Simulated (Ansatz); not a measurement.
# ZnS (F-43m) in Ansatz: notebook

The runs below take ZnS through optical spectrum, Berry-phase polarisation, with LDA, PBEsol0.

Program: Ansatz 0.2.0. These are calculated values, not measurements. Logs are shortened: lines on timing, memory, paths and dates and some standing lists are left out, and cuts for length are marked.

**Experimental background.**

“Electronic, vibrational, and thermodynamic properties of ZnS (zincblende and rocksalt structure)”, 2009, arxiv:0911.5022 quotes, for a bulk crystal of ZnS at 19 K: band gap 3.85 eV (direct).

How close the calculation comes is told below.

### 1 The crystal as given

Symmetry: F-43m, No. 216, cubic system. Conventional cell: a = 5.404 Å, b = 5.404 Å, c = 5.404 Å, α = 90.00°, β = 90.00°, γ = 90.00°. Around Zn (site symmetry -43m) lie 4 S at 2.34 Å. S (site symmetry -43m) is surrounded by 4 Zn at 2.34 Å.

### 2 Optical spectrum, LDA

File run.py:

```python
import json

import ase.io
import numpy as np

import ansatz as az

atoms = ase.io.read("ZnS.cif")
atoms.info.pop("occupancy", None)

calculation = (
    az.Crystal.from_ase(atoms)
    .calculation()
    .kpoints(5, 5, 5)
    .functional("lda")
    .pseudopotentials(kind="paw", accuracy="standard", xc_functional="lda")
    .scf(extra_bands=32)
    .occupations(method="cold", width=0.005)
    .optics(energy_range=(0.0, 14.0), broadening_width=0.05, nscf_kmesh=(7, 7, 7))
    .band_table(publish=True)
)
outcome = calculation.run(threads=2, events_out="events.jsonl")

report = outcome.report
for line in open("events.jsonl"):
    event = json.loads(line)
    if event["event"] == "scf_iter":
        d = event["data"]
        print(f"SCF {d['iter']:3d}  HF = {d['harris_foulkes_ev']:.6f} eV  dr2 = {d['dr2_ev']:.2e} eV")
    elif event["event"] in ("relax_step", "md_step"):
        d = event["data"]
        print(f"{event['event']} {d['step']:3d}  E = {d['lagrangian_ev']:.6f} eV")
np.set_printoptions(precision=5, suppress=True, linewidth=110)
print("converged:", report["converged"], "after", report["n_iterations"], "iterations")
print(f"free energy {report['free_energy_ev']:.6f} eV, Fermi level {report['fermi_energy_ev']:.4f} eV")
for key in ("band_edges_ev", "magnetization_mub", "site_moments_mub", "site_moments_nc_mub", "forces_ev_ang",
                "stress_gpa"):
    if report.get(key) is not None:
        print(key, np.array(report[key]), sep="\n")
```

File ZnS.cif:

```cif
data_ZnS
_cell_length_a 5.40400000
_cell_length_b 5.40400000
_cell_length_c 5.40400000
_cell_angle_alpha 90.00000000
_cell_angle_beta 90.00000000
_cell_angle_gamma 90.00000000
_space_group_name_H-M_alt 'F-43m'
_space_group_name_Hall 'F -4 2 3'
_space_group_IT_number 216
loop_
_space_group_symop_operation_xyz
'x,y,z'
'y,-x,-z'
'-x,-y,z'
'-y,x,-z'
'x,-y,-z'
'y,x,z'
'-x,y,-z'
'-y,-x,z'
'z,x,y'
'-z,y,-x'
'z,-x,-y'
'-z,-y,x'
'-z,x,-y'
'z,y,x'
'-z,-x,y'
'z,-y,-x'
'y,z,x'
'-x,-z,y'
'-y,z,-x'
'x,-z,-y'
'-y,-z,x'
'x,z,y'
'y,-z,-x'
'-x,z,-y'
'x,y+1/2,z+1/2'
'y,-x+1/2,-z+1/2'
'-x,-y+1/2,z+1/2'
'-y,x+1/2,-z+1/2'
'x,-y+1/2,-z+1/2'
'y,x+1/2,z+1/2'
'-x,y+1/2,-z+1/2'
'-y,-x+1/2,z+1/2'
'z,x+1/2,y+1/2'
'-z,y+1/2,-x+1/2'
'z,-x+1/2,-y+1/2'
'-z,-y+1/2,x+1/2'
'-z,x+1/2,-y+1/2'
'z,y+1/2,x+1/2'
'-z,-x+1/2,y+1/2'
'z,-y+1/2,-x+1/2'
'y,z+1/2,x+1/2'
'-x,-z+1/2,y+1/2'
'-y,z+1/2,-x+1/2'
'x,-z+1/2,-y+1/2'
'-y,-z+1/2,x+1/2'
'x,z+1/2,y+1/2'
'y,-z+1/2,-x+1/2'
'-x,z+1/2,-y+1/2'
'x+1/2,y,z+1/2'
'y+1/2,-x,-z+1/2'
'-x+1/2,-y,z+1/2'
'-y+1/2,x,-z+1/2'
'x+1/2,-y,-z+1/2'
'y+1/2,x,z+1/2'
'-x+1/2,y,-z+1/2'
'-y+1/2,-x,z+1/2'
'z+1/2,x,y+1/2'
'-z+1/2,y,-x+1/2'
'z+1/2,-x,-y+1/2'
'-z+1/2,-y,x+1/2'
'-z+1/2,x,-y+1/2'
'z+1/2,y,x+1/2'
'-z+1/2,-x,y+1/2'
'z+1/2,-y,-x+1/2'
'y+1/2,z,x+1/2'
'-x+1/2,-z,y+1/2'
'-y+1/2,z,-x+1/2'
'x+1/2,-z,-y+1/2'
'-y+1/2,-z,x+1/2'
'x+1/2,z,y+1/2'
'y+1/2,-z,-x+1/2'
'-x+1/2,z,-y+1/2'
'x+1/2,y+1/2,z'
'y+1/2,-x+1/2,-z'
'-x+1/2,-y+1/2,z'
'-y+1/2,x+1/2,-z'
'x+1/2,-y+1/2,-z'
'y+1/2,x+1/2,z'
'-x+1/2,y+1/2,-z'
'-y+1/2,-x+1/2,z'
'z+1/2,x+1/2,y'
'-z+1/2,y+1/2,-x'
'z+1/2,-x+1/2,-y'
'-z+1/2,-y+1/2,x'
'-z+1/2,x+1/2,-y'
'z+1/2,y+1/2,x'
'-z+1/2,-x+1/2,y'
'z+1/2,-y+1/2,-x'
'y+1/2,z+1/2,x'
'-x+1/2,-z+1/2,y'
'-y+1/2,z+1/2,-x'
'x+1/2,-z+1/2,-y'
'-y+1/2,-z+1/2,x'
'x+1/2,z+1/2,y'
'y+1/2,-z+1/2,-x'
'-x+1/2,z+1/2,-y'
loop_
_atom_site_label
_atom_site_type_symbol
_atom_site_symmetry_multiplicity
_atom_site_Wyckoff_symbol
_atom_site_fract_x
_atom_site_fract_y
_atom_site_fract_z
_atom_site_occupancy
Zn1 Zn 4 c 0.2500000000 0.2500000000 0.2500000000 1
S1 S 4 a 0.0000000000 0.0000000000 0.0000000000 1
```

Potentials or basis: JTH PAW LDA.

The run is started by

```bash
$ python run.py
```

Standard output:

```text
DeckWarning: basis.ecutwfc = 960 eV, auto-derived from the records' recommended cutoffs: set by Zn (normal level)
DeckWarning: pseudopotentials/Zn.paw.azcp: the checks of this Zn dataset prove no rule for summing its radial tables, as where they were carried onto another mesh than they were made on, and Gregory's rule is taken, under which a leading mesh point left out moves its sums only by what lay on the interval it spanned. That does not make them correct, and they differ from Quantum ESPRESSO's on this file; a re-export [...]
DeckWarning: pseudopotentials/S.paw.azcp: the checks of this S dataset prove no rule for summing its radial tables, as where they were carried onto another mesh than they were made on, and Gregory's rule is taken, under which a leading mesh point left out moves its sums only by what lay on the interval it spanned. That does not make them correct, and they differ from Quantum ESPRESSO's on this file; a re-export a [...]
PlacementWarning: RAYON_NUM_THREADS=2 ignored (pool sized by the plan → 2); use plan(threads=…)
SCF   1  HF = -16460.124122 eV  dr2 = 1.37e+00 eV
SCF   2  HF = -16459.783944 eV  dr2 = 3.42e-01 eV
SCF   3  HF = -16459.688749 eV  dr2 = 1.19e-01 eV
SCF   4  HF = -16459.642892 eV  dr2 = 2.07e-03 eV
SCF   5  HF = -16459.643555 eV  dr2 = 1.34e-04 eV
SCF   6  HF = -16459.643587 eV  dr2 = 1.89e-05 eV
SCF   7  HF = -16459.643604 eV  dr2 = 4.69e-07 eV
SCF   8  HF = -16459.643529 eV  dr2 = 1.02e-08 eV
SCF   9  HF = -16459.643529 eV  dr2 = 6.12e-10 eV
SCF  10  HF = -16459.643529 eV  dr2 = 2.99e-11 eV
SCF  11  HF = -16459.643529 eV  dr2 = 2.25e-12 eV
converged: True after 11 iterations
free energy -16459.643529 eV, Fermi level 7.1227 eV
band_edges_ev
[6.19591 8.04238]
magnetization_mub
0.0
```

optics.tsv:

```text
# E[eV]	eps2_xx	eps2_yy	eps2_zz	eps2_xy	eps2_xz	eps2_yz	eps1_xx	eps1_yy	eps1_zz	eps1_xy	eps1_xz	eps1_yz	loss_summed_bands_xx	loss_summed_bands_yy	loss_summed_bands_zz	eps1_completed_xx	eps1_completed_yy	eps1_completed_zz	eps2_completed_xx	eps2_completed_yy	eps2_completed_zz	loss_completed_xx	loss_completed_yy	loss_completed_zz
# format = ansatz-optics/6
# eps_inf(xx yy zz) = 6.695303 6.695303 6.695303
# eps_inf_bands = all
# eps_inf_summed_bands(xx yy zz) = 6.589013 6.589013 6.589013
# eps_inf_completed(xx yy zz) = 6.695303 6.695303 6.695303
# k_sum = mesh_cells
# eps2_relative_error = 0.0011
# eps_inf_relative_error = 0.0039
# f_sum_n_eff(xx yy zz) = 30.529064 30.529064 30.529064 of n_electrons = 72.000000
# f_sum_n_eff_momentum_only(xx yy zz) = 39.229778 39.229778 39.229778
# loss_f_sum_n_eff(xx yy zz) = 30.529254 30.529254 30.529254
# perfect_screening_sum(xx yy zz) = 0.848232 0.848232 0.848232
# perfect_screening_sum_on_rows(xx yy zz) = 0.848232 0.848232 0.848232
# the maxima of the summed bands' own loss function (the loss_summed_bands columns) are measured between the rows too: peak_sampling_summed_bands says what part of their heights the rows count for, and missed_extrema_summed_bands lists those of which they count for under four fifths, the half width by the curvature at the top (a smaller output.optics.de shows more)
# peak_sampling_summed_bands_xx(least_part_sampled least_sampled_at_ev n_extrema n_missed) = 9.999023e-1 13.845247800687455 13 0
# peak_sampling_summed_bands_yy(least_part_sampled least_sampled_at_ev n_extrema n_missed) = 9.999023e-1 13.845247800687444 13 0
# peak_sampling_summed_bands_zz(least_part_sampled least_sampled_at_ev n_extrema n_missed) = 9.999023e-1 13.84524780068744 13 0
# peak_sampling_completed and missed_extrema_completed say the same of the loss function that is bounded in the bands left out (the loss_completed columns), of its maxima between two points that are bounded alone
# peak_sampling_completed_xx(least_part_sampled least_sampled_at_ev n_extrema n_missed) = none
# peak_sampling_completed_yy(least_part_sampled least_sampled_at_ev n_extrema n_missed) = none
# peak_sampling_completed_zz(least_part_sampled least_sampled_at_ev n_extrema n_missed) = none
# n_bands = 68
# the loss_summed_bands columns' heights are not shown to be converged in n_bands (the SCF's count)
# valid_up_to_ev = 14.113904
# least_direct_gap_ev = 1.846476e0 at k(fractional) = 0.000000 0.000000 0.000000, k_point = 0, channel = 0, bands = 35 36 (counted from 0)
# evaluated_top_ev = 30.300000
# all_electron_strengths = true
# band_completion = completed
# the eps1, eps2 and loss_summed_bands columns, and eps_inf_summed_bands or eps1_interband_at_0, are the summed bands' own on every row. eps_inf is eps_inf_completed where that is given along all three axes. loss_summed_bands is the loss function of that eps1 and eps2 (beside carriers the total's). The columns eps1_completed and eps2_completed hold besides what the bands left out add, as the mean of a lower and an upper bound on it (beside carriers they are the total's); the loss_completed columns are the loss function of these two: the one that is bounded in the bands left out. A cell of these nine columns is given where the two bounds meet (bounded: bounded_ranges_ev lists those rows) and reads nan elsewhere; over boundable_up_to_ev nothing can be bounded. The completed value at zero energy is given where bound_at_0 reads bounded. peak_sampling_completed counts only the maxima between two points that are bounded. The two sums in this head are the summed bands' own function's: over the loss_completed columns they would run over rows that are not all bounded, and lack what the bands left out add above evaluated_top_ev. Where the two bounds meet they hold eps1 + i eps2 to half of tolerance of its modulus, and the loss function to about tolerance of the greater of itself and half of tolerance of 1/|eps1 + i eps2|. Bounded is said of the bands left out alone, which are those that the basis at basis.ecutwfc holds, and nothing of that cutoff, of the k-point mesh, of what the sum inside its cells errs by (eps2_relative_error), of the factors of all_electron_strengths, nor of how far the SCF is converged
# response = whole
# tolerance = 0.01
# method = linear_solves
# boundable_up_to_ev = 14.113904
# The run works to bound the value at zero energy: higher rows may be left empty with no warning. On files, output.optics.bands at auto or at an energy has it work for them
# change_inside_cells = 0.0001 (estimated)
# the bands left out are taken at the k-points, and what their mean over the points' cells stands off that by is in neither bound: this much, as a part of |eps| at the most among the values given, which the test of a row counts in (under method = linear_solves it holds an estimate of how far a sum at the mesh's points overshoots too, and counts where it reaches half of the share left out); it is the run's estimate, and where the mean stood off by over 0.5 % the points' spread read 0.1 to 3 times that
# bound_at_0(xx yy zz) = bounded bounded bounded
# rows_by_bound_xx(bounded bounds_too_wide limited_by_band_error limited_by_mesh_spread above_boundable_range not_finite) = 966 435 0 0 0 0
# rows_by_bound_yy(bounded bounds_too_wide limited_by_band_error limited_by_mesh_spread above_boundable_range not_finite) = 966 435 0 0 0 0
# rows_by_bound_zz(bounded bounds_too_wide limited_by_band_error limited_by_mesh_spread above_boundable_range not_finite) = 966 435 0 0 0 0
# bounded_ranges_ev_xx = 0.000000-9.650000
# bounded_ranges_ev_yy = 0.000000-9.650000
# bounded_ranges_ev_zz = 0.000000-9.650000
0.000000	0.000000e0	0.000000e0	0.000000e0	0.000000e0	0.000000e0	0.000000e0	6.589013e0	6.589013e0	6.589013e0	-3.499944e-19	1.500505e-17	-8.957091e-17	0.000000e0	0.000000e0	0.000000e0	6.695303e0	6.695303e0	6.695303e0	0.000000e0	0.000000e0	0.000000e0	0.000000e0	0.000000e0	0.000000e0
0.010000	0.000000e0	0.000000e0	0.000000e0	0.000000e0	0.000000e0	0.000000e0	6.589035e0	6.589035e0	6.589035e0	4.562219e-18	2.296164e-17	-1.005615e-16	0.000000e0	0.000000e0	0.000000e0	6.695325e0	6.695325e0	6.695325e0	0.000000e0	0.000000e0	0.000000e0	0.000000e0	0.000000e0	0.000000e0
0.020000	0.000000e0	0.000000e0	0.000000e0	0.000000e0	0.000000e0	0.000000e0	6.589101e0	6.589101e0	6.589101e0	-3.500117e-19	1.500529e-17	-8.957316e-17	0.000000e0	0.000000e0	0.000000e0	6.695391e0	6.695391e0	6.695391e0	0.000000e0	0.000000e0	0.000000e0	0.000000e0	0.000000e0	0.000000e0
0.030000	0.000000e0	0.000000e0	0.000000e0	0.000000e0	0.000000e0	0.000000e0	6.589212e0	6.589212e0	6.589212e0	4.562331e-18	2.296246e-17	-1.005661e-16	0.000000e0	0.000000e0	0.000000e0	6.695502e0	6.695502e0	6.695502e0	0.000000e0	0.000000e0	0.000000e0	0.000000e0	0.000000e0	0.000000e0
0.040000	0.000000e0	0.000000e0	0.000000e0	0.000000e0	0.000000e0	0.000000e0	6.589367e0	6.589367e0	6.589367e0	-3.500634e-19	1.500602e-17	-8.957991e-17	0.000000e0	0.000000e0	0.000000e0	6.695657e0	6.695657e0	6.695657e0	0.000000e0	0.000000e0	0.000000e0	0.000000e0	0.000000e0	0.000000e0
0.050000	0.000000e0	0.000000e0	0.000000e0	0.000000e0	0.000000e0	0.000000e0	6.589567e0	6.589567e0	6.589567e0	4.562555e-18	2.296411e-17	-1.005752e-16	0.000000e0	0.000000e0	0.000000e0	6.695857e0	6.695857e0	6.695857e0	0.000000e0	0.000000e0	0.000000e0	0.000000e0	0.000000e0	0.000000e0
[... 642 lines left out ...]
6.480000	8.048467e0	8.048467e0	8.048467e0	1.044787e-17	-4.394633e-17	0.000000e0	-1.480076e0	-1.480076e0	-1.480076e0	-5.997650e-19	-1.180968e-16	2.827463e-16	1.201830e-1	1.201830e-1	1.201830e-1	-1.369005e0	-1.369005e0	-1.369005e0	8.048467e0	8.048467e0	8.048467e0	1.207536e-1	1.207536e-1	1.207536e-1
6.490000	7.973364e0	7.973364e0	7.973364e0	-6.505213e-19	-3.932040e-17	2.775558e-17	-1.440986e0	-1.440986e0	-1.440986e0	-4.195496e-17	-6.086517e-17	-2.231524e-16	1.214508e-1	1.214508e-1	1.214508e-1	-1.329898e0	-1.329898e0	-1.329898e0	7.973364e0	7.973364e0	7.973364e0	1.220229e-1	1.220229e-1	1.220229e-1
6.500000	7.900073e0	7.900073e0	7.900073e0	-1.214306e-17	-4.394633e-17	-5.597374e-16	-1.401234e0	-1.401234e0	-1.401234e0	-3.491
```

engine_input.yaml:

```text
crystal:
  lattice:
    - [5.404, 0.0, 0.0]
    - [0.0, 5.404, 0.0]
    - [0.0, 0.0, 5.404]
  atoms:
    - { symbol: Zn, position: [0.25, 0.25, 0.25] }
    - { symbol: Zn, position: [0.25, 0.75, 0.75] }
    - { symbol: Zn, position: [0.75, 0.75, 0.25] }
    - { symbol: Zn, position: [0.75, 0.25, 0.75] }
    - { symbol: S, position: [0.0, 0.0, 0.0] }
    - { symbol: S, position: [0.0, 0.5, 0.5] }
    - { symbol: S, position: [0.5, 0.0, 0.5] }
    - { symbol: S, position: [0.5, 0.5, 0.0] }
kpoints:
  mp_grid:
    grid: [5, 5, 5]
hamiltonian:
  xc: lda
  pseudopotentials:
    kind: paw
    accuracy: standard
    xc_functional: lda
scf:
  n_extra_bands: 32
  occupations:
    method: cold
    width: 0.005
output:
  optics:
    e_range: [0.0, 14.0]
    sigma: 0.05
    nscf_kmesh:
      grid: [7, 7, 7]
  eigenvalues: true
```

Wall time 5.2 min (2 threads of Arm Neoverse V1, shared host); peak memory 1.5 GiB.

What came out:

- Free energy: -16459.6435 eV
- Band gap on the k mesh: 1.85 eV

Levels at points of the mesh, in eV from the valence-band top:
| k point | band 33 | band 34 | band 35 | band 36 | band 37 | band 38 | band 39 | band 40 |
| --- | --- | --- | --- | --- | --- | --- | --- | --- |
| (0.00, 0.00, 0.00) | -2.25 | 0.00 | 0.00 | 0.00 | 1.85 | 3.18 | 3.18 | 3.18 |

Dielectric function (mean over the directions given):
```csv
energy (eV),real part,imaginary part
0.30,6.61,0.00
0.70,6.70,0.00
1.20,6.95,0.00
1.70,7.52,0.00
2.10,8.04,0.78
2.60,8.20,1.21
3.10,8.79,1.61
3.60,10.12,2.48
4.00,10.50,7.26
4.50,7.48,5.99
5.00,8.32,5.46
5.40,12.88,6.43
5.90,-2.33,15.62
6.40,-1.77,8.73
6.90,0.79,6.36
7.30,-1.42,10.11
7.80,-3.27,7.87
8.30,-3.43,5.27
8.80,-3.01,3.98
9.20,-2.71,3.08
9.70,-1.86,2.37
10.20,-1.34,2.75
10.60,-1.89,2.58
11.10,-1.82,1.70
11.60,-1.27,1.55
12.10,-1.17,1.61
12.50,-1.28,1.22
13.00,-0.88,1.01
13.50,-0.88,1.09
14.00,-0.90,0.83
```

Caveat: odd divisions of the mesh miss points on the zone boundary, where band edges often lie, so the gap on the mesh can be too wide; spectra need much finer meshes, so this one isn't converged; independent-particle spectra lack excitons. LDA gaps usually lie below the measured ones, often by a third to a half.

(Part 1 of 2 ends here.)
